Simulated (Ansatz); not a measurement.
# Sr₃Te: from a trial structure to a relaxed crystal

Theory: DFT PBE, scalar-relativistic, plane waves, PAW in Ansatz. Cutoff 420 eV, Γ-centred k mesh, Gaussian smearing, no spin polarisation in the final step.

The start puts Sr₃Te on the Cu3Au (L1_2) structure type (Pm-3m, No. 221), with Te in place of Au, Sr in place of Cu, at a guessed volume.

```
Sr Te
1.0
     5.03567    0.00000    0.00000
     0.00000    5.03567    0.00000
     0.00000    0.00000    5.03567
Sr Te
3 1
Direct
  0.00000 0.50000 0.50000
  0.50000 0.00000 0.50000
  0.50000 0.50000 0.00000
  0.00000 0.00000 0.00000
```

Steps on the 4×4×4 mesh (4 atoms). 4 of 4 steps are shown, and the free energy counts from the last. Trial steps that were taken back and renewals of the plane-wave basis can be among the rows.

```csv
step,ΔF (meV/atom),V (Å³/atom),P (GPa)
1,145.3,31.92,6.15
2,24.6,36.80,2.16
3,0.5,40.12,0.29
4,0.0,40.12,0.30
```

A final relaxation ran on a 8×8×8 mesh. The relaxed crystal, Pm-3m (No. 221):

```cif
data_structure
_symmetry_space_group_name_H-M 'Pm-3m'
_symmetry_Int_Tables_number 221
_cell_length_a 5.4903
_cell_length_b 5.4903
_cell_length_c 5.4903
_cell_angle_alpha 90.000
_cell_angle_beta 90.000
_cell_angle_gamma 90.000
_cell_volume 165.50
loop_
_atom_site_label
_atom_site_type_symbol
_atom_site_symmetry_multiplicity
_atom_site_Wyckoff_symbol
_atom_site_fract_x
_atom_site_fract_y
_atom_site_fract_z
_atom_site_occupancy
Sr1 Sr 3 c 0.00000 0.50000 0.50000 1
Te1 Te 1 a 0.00000 0.00000 0.00000 1
```

```yaml
Volume_per_atom: 41.37 Å³
Density: 3.92 g/cm³
Energy_over_the_elements: -0.47 eV/atom
Gap_on_the_8×8×8_mesh: 0 eV (a metal)
```

Formation energies are uncorrected and refer to the elements' standard structures at the same level.

The final run used a 8×8×8 mesh on its 4-atom cell and 0.10 eV smearing. The k mesh leaves about 4 meV/atom of noise in metals. Spin–orbit coupling is left out.

A structure relaxed within its symmetry needn't be a true minimum.

Cost: 3 runs of about 1 core-minutes in all, on Arm Neoverse V2 (shared hosts).